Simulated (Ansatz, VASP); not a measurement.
This is a calculation of C for Ansatz 0.2.0. 

The input input.yaml:

```yaml
crystal:
  lattice:
    - [0.0, 1.78337, 1.78337]
    - [1.78337, 0.0, 1.78337]
    - [1.78337, 1.78337, 0.0]
  atoms:
    - { symbol: C, position: [0.75, 0.75, 0.75] }
    - { symbol: C, position: [0.5, 0.5, 0.5] }
kpoints:
  mp_grid: { grid: [13, 13, 13] }
scf:
  occupations: { method: fermi_dirac, width: 0.05 }
hamiltonian:
  xc: pbe
  dispersion: d4
  pseudopotentials: { kind: all_electron, lapw: { basis_error: 0.001 } }
output:
  forces: true
  stress: true
relax:
  f_tol: 0.01
  max_steps: 60
  cell: {}
```

Potentials or basis: all-electron LAPW, scalar-relativistic.

Run with:

```console
$ ansatz run input.yaml --threads 1 --pin off --max-ram 3072MiB --backend cpu --events-out ev --progress --plain --runs-dir out
```

Translate it to VASP 6.6.1. Potentials or basis there: PBE PAW files C, 600 eV.

As run (cutoffs and basis follow the program's own potentials, and thresholds, step limits or extra output files can differ):

INCAR

```
SYSTEM = C
PREC = Accurate
ENCUT = 600
EDIFF = 1E-7
ISMEAR = -1
SIGMA = 0.05
LREAL = .FALSE.
LASPH = .TRUE.
NELM = 80
ALGO = Normal
ISIF = 3
LWAVE = .FALSE.
LCHARG = .FALSE.
GGA = PE
IVDW = 13
IBRION = 2
NSW = 40
EDIFFG = -0.01
```

Contents of KPOINTS:

```
regular mesh
0
G
  13 13 13
  0 0 0
```

The input POSCAR:

```
C
1.0
    0.0000000000      1.7833700000      1.7833700000
    1.7833700000      0.0000000000      1.7833700000
    1.7833700000      1.7833700000      0.0000000000
C
2
Direct
    0.7500000000      0.7500000000      0.7500000000
    0.5000000000      0.5000000000      0.5000000000
```

Potentials or basis: VASP PAW PBE potentials, release 64 (C).

The run is started by

```sh
$ cat potpaw_PBE.64/C/POTCAR > POTCAR
$ mpirun -np 1 vasp_std > vasp.out
```

Both were run:

|  | Ansatz | VASP |
| --- | --- | --- |
| Relaxed volume | 5.63 Å³/atom | 5.63 Å³/atom |
| Relaxed cell | a = 2.515 Å, b = 2.515 Å, c = 2.515 Å, α = 60.00°, β = 60.00°, γ = 60.00° | a = 2.515 Å, b = 2.515 Å, c = 2.515 Å, α = 60.00°, β = 60.00°, γ = 60.00° |
| Space group after relaxing | Fd-3m (No. 227) | Fd-3m (No. 227) |
| Pressure after relaxing | 0.0 GPa | 0.0 GPa |

Where Ansatz's input types no cutoff or centring, it takes its own default and a Γ-centred mesh.

Pressure is positive in compression.
